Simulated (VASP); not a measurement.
Write the native input for VASP 6.6.1 that does the following.

- Task: single point
- Functional: PBE
- Potentials or basis: VASP PAW PBE potentials, release 64 (Ca_sv, F)
- Cutoff: 520 eV
- k mesh: 4 × 4 × 4
- Occupations: gaussian, width 0.1 eV
- Spin: no spin polarisation
- Dipole correction: no
- Further INCAR settings: ALGO = Fast; EDIFF = 1e-06; NBANDS = 32

The structure of Ca4F lies in POSCAR:

```
Ca4F
1.0
    5.4231426493      0.0000000000      0.0000000000
    0.0000000000      5.4231426493      0.0000000000
    0.0000000000      0.0000000000      5.4231426493
Ca F
4 1
Direct
    0.0000000000      0.0000000000      0.0000000000
    0.5000000000      0.5000000000      0.0000000000
    0.5000000000      0.0000000000      0.5000000000
    0.0000000000      0.5000000000      0.5000000000
    0.5000000000      0.5000000000      0.5000000000
```

The cell was built by a generator and needn't be a form met in nature.

The cell isn't the ideal one: species swapped into the Mn4N type (Pm-3m, No. 221).

These files were run (other wordings do the same):

INCAR

```
SYSTEM = Ca4F
ALGO = Fast ; EDIFF = 1E-6
ENCUT = 520 ; GGA = PE
ISIF = 2 ; ISMEAR = 0
LASPH = .True. ; LCHARG = .False.
LREAL = .False. ; LWAVE = .False.
NBANDS = 32 ; NELM = 100
PREC = Accurate ; SIGMA = 0.1
```

KPOINTS

```
k-points
0
Gamma
  4 4 4
  0 0 0
```

Potentials or basis: VASP PAW PBE potentials, release 64 (Ca_sv, F).

The run is started by

```console
$ cat potpaw_PBE.64/Ca_sv/POTCAR potpaw_PBE.64/F/POTCAR > POTCAR
$ mpirun -np 1 vasp_std > vasp.out
```

Results of the run:

| Property | Result |
| --- | --- |
| Pressure | 0.0 GPa |
| Band gap on the k mesh | none (metal or under the smearing width) |

Caveat: an odd number of electrons without spin polarisation forces a metal; a magnetic or distorted state may lie lower.

Run time: 73 s on 1 thread of Intel(R) Xeon(R) Platinum 8375C CPU @ 2.90GHz (Ice Lake) (shared host), peak memory 0.25 GiB.
